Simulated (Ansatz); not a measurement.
## Si in Ansatz: the effect of functional

The system is Si.

```
Si
1.0
     3.77954    0.00000    0.00000
    -1.88977    3.27317    0.00000
     0.00000    0.00000    6.24704
Si
4
Direct
  0.66667 0.33333 0.93699
  0.33333 0.66667 0.43699
  0.66667 0.33333 0.56301
  0.33333 0.66667 0.06301
```

This isn't the form of Si at room conditions, which is diamond.

The cell isn't the ideal one: volume scaled by 0.96.

Alike in all runs:

* Program: Ansatz 0.2.0
* Task: single point
* Potentials or basis: Ansatz PAW
* k mesh: 8 × 8 × 4
* Occupations: fermi-dirac, width 0.05 eV
* Spin: no spin polarisation

```csv
functional,cutoff,gap on the mesh (eV),pressure (GPa)
PBEsol,420 eV (not typed: the program's choice for these potentials),?,?
r2SCAN,500 eV (not typed: the program's choice for these potentials),0.51,4.5
LDA,420 eV (not typed: the program's choice for these potentials),0.23,1.9
```

Problem. What does the run with functional PBEsol give?

Solution. gap on the mesh 0.21 eV; pressure 3.7 GPa.

Caveats: the PAW data sets come from PBE, with cores solved anew for the run's functional, which leaves a small shift of forces and pressure.

A k mesh can miss the band edges.
